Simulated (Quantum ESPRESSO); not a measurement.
# NaCl under changes of volume

One of the cells (21.478 Å³/atom); the others are scaled copies at fixed shape and fractional positions:

```
Cl Na
1.0
     3.50219    0.00000    0.00000
     0.00000    3.50219    0.00000
     0.00000    0.00000    3.50219
Cl Na
1 1
Direct
  0.50000 0.50000 0.50000
  0.00000 0.00000 0.00000
```

Measurements of this composition are mostly on another form, of space group No. 225.

* Program: Quantum ESPRESSO 7.5
* Functional: PBE
* Potentials or basis: SSSP 1.3 efficiency PBE
* Cutoff: 748 eV
* Density cutoff: 5987 eV
* k mesh: 8 × 8 × 8
* Occupations: fermi-dirac, width 0.05 eV
* Spin: no spin polarisation

```csv
volume (Å³/atom),energy over the lowest point (meV/atom),pressure (GPa),gap on the mesh (eV)
20.189,8.74,2.1,4.19
20.619,4.10,1.4,4.12
21.048,1.25,0.8,4.05
21.478,0.00,0.2,3.98
21.907,0.17,-0.3,3.91
22.337,?,?,?
22.766,4.21,-1.2,3.79
```

Q: What does the run at 22.337 Å³/atom give?

A: Energy over the lowest point 1.62 meV/atom; pressure -0.8 GPa; gap on the mesh 3.85 eV.

Worked out: A Birch-Murnaghan fit of order 3 (a polynomial in V^(-2/3)) to the other rows has its minimum at 21.64 Å³/atom with B0 = V·E''(V) = 26 GPa and B' = 4.6. It gives 1.62 meV/atom at 22.337 Å³/atom, against the run's 1.62, and -dE/dV = -0.8 GPa, against -0.8. A straight line through the other rows of the gap, of slope -3.36 eV per unit of ln V, gives 3.85 eV, against the run's 3.85.

Energies are extrapolated to zero smearing.

A mesh can miss the band edges.
